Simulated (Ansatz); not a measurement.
**CdS: enthalpies of structure types against pressure**

All-electron LAPW in Ansatz 0.2.0 under PBE, scalar-relativistic, energies extrapolated to zero smearing. Each structure type was compressed from its own relaxed volume, symmetry kept and shape relaxed on PAW files, and E(V) was fitted to energies and pressures; H = E + pV has no temperature or zero-point term. Only these types were tried: CsCl (Pm-3m, 14×14×14 mesh, 19.83 Å³/atom at rest); rocksalt (Fm-3m, 13×13×13 mesh, 20.74 Å³/atom at rest); zincblende (F-43m, 13×13×13 mesh, 26.02 Å³/atom at rest). Spin polarisation is left out. Spin–orbit coupling is left out; Fermi–Dirac smearing is 0.05 to 0.1 eV. Enthalpies carry a few meV/atom of noise from meshes and fits.

Enthalpies against zincblende:

```json
{"p (GPa)": "0", "CsCl (meV/atom)": "643", "rocksalt (meV/atom)": "134", "zincblende (meV/atom)": "0"}
{"p (GPa)": "3.7", "CsCl (meV/atom)": "507", "rocksalt (meV/atom)": "19", "zincblende (meV/atom)": "0"}
{"p (GPa)": "10", "CsCl (meV/atom)": "300", "rocksalt (meV/atom)": "-152", "zincblende (meV/atom)": "0"}
{"p (GPa)": "19", "CsCl (meV/atom)": "39", "rocksalt (meV/atom)": "-365", "zincblende (meV/atom)": "0"}
{"p (GPa)": "37", "CsCl (meV/atom)": "-414", "rocksalt (meV/atom)": "-727", "zincblende (meV/atom)": "0"}
{"p (GPa)": "62", "CsCl (meV/atom)": "-955", "rocksalt (meV/atom)": "-1149", "zincblende (meV/atom)": "0"}
{"p (GPa)": "94", "CsCl (meV/atom)": "-1558", "rocksalt (meV/atom)": "-1613", "zincblende (meV/atom)": "0"}
{"p (GPa)": "120", "CsCl (meV/atom)": "-2002", "rocksalt (meV/atom)": "-1949", "zincblende (meV/atom)": "0"}
```

Question: What sequence of phases does this give?

Answer: Among the types tried, zincblende is lowest at zero pressure; rocksalt takes over from zincblende near 4.4 GPa, with a volume step of -19.0 %; CsCl takes over from rocksalt near 110 GPa, with a volume step of -5.2 %.
